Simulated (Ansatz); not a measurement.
# TiC: relaxation of cell and atoms with BLYP+D4

The system is TiC.

```
Ti C
1.0
     3.04209    0.00000    0.00000
    -1.52104    2.63452    0.00000
     0.00000    0.00000    2.69797
Ti C
1 1
Direct
  0.00000 0.00000 0.50000
  0.33333 0.66667 0.00000
```

The cell was built by a generator and needn't be a form met in nature.

```yaml
Program: Ansatz 0.2.0
Task: relaxation of cell and atoms
Functional: BLYP
Dispersion: D4
Potentials_or_basis: Ansatz PAW
Cutoff: "420 eV (not typed: the program's choice for these potentials)"
k_mesh: 10 × 10 × 10
Occupations: fermi-dirac, width 0.05 eV
Spin: no spin polarisation
```

```json
{"Relaxed volume": "10.75 Å³/atom", "Relaxed cell": "a = 3.035 Å, b = 3.035 Å, c = 2.695 Å, α = 90.00°, β = 90.00°, γ = 120.00°", "Space group after relaxing (to 0.05 Å)": "P-6m2 (No. 187)", "Energy gained by relaxing": "0.2 meV/atom", "Ionic steps": "4", "Pressure after relaxing": "0.0 GPa", "Band gap on the k mesh": "none (metal or under the smearing width)"}
```

Step by step:
```csv
step,energy change (eV),largest force (eV/Å),volume (Å³)
1,0.0000,0.0000,21.62
2,-0.0006,0.0000,21.51
3,-0.0007,0.0000,21.50
4,-0.0005,0.0000,21.50
```

Final structure:
```cif
data_structure
_symmetry_space_group_name_H-M 'P 1'
_symmetry_Int_Tables_number 1
_cell_length_a 3.0351
_cell_length_b 3.0351
_cell_length_c 2.6954
_cell_angle_alpha 90.000
_cell_angle_beta 90.000
_cell_angle_gamma 120.000
_cell_volume 21.50
loop_
_atom_site_label
_atom_site_type_symbol
_atom_site_fract_x
_atom_site_fract_y
_atom_site_fract_z
_atom_site_occupancy
Ti1 Ti 0.00000 0.00000 0.50000 1
C1 C 0.33333 0.66667 0.00000 1
```

Levels at points of the mesh, in eV from the Fermi level:
```tsv
k point	band 6	band 7	band 8	band 9	band 10	band 11
(0.00, 0.00, 0.00)	-1.58	-1.58	-0.88	2.29	3.28	3.28
(0.00, 0.00, -0.50)	-5.42	-0.52	-0.52	1.13	1.13	4.64
(0.00, -0.50, 0.00)	-4.68	-0.66	-0.34	0.25	2.98	3.44
(0.00, -0.50, -0.50)	-3.90	-2.46	-2.22	1.66	3.23	4.29
```

It took 4.5 s on 2 threads of Intel(R) Xeon(R) Platinum 8488C (Sapphire Rapids), on a shared host, peak memory 0.4 GiB.

Caveat: the plane-wave basis is chosen anew once the cell has moved, so the energies of steps on either side of that aren't comparable; the pressure holds a Pulay correction of +0.3 GPa for the finite cutoff; pairwise dispersion overbinds metals, which lowers pressure and volume; the PAW data sets come from PBE, with cores solved anew for the run's functional, which leaves a small shift of forces and pressure.
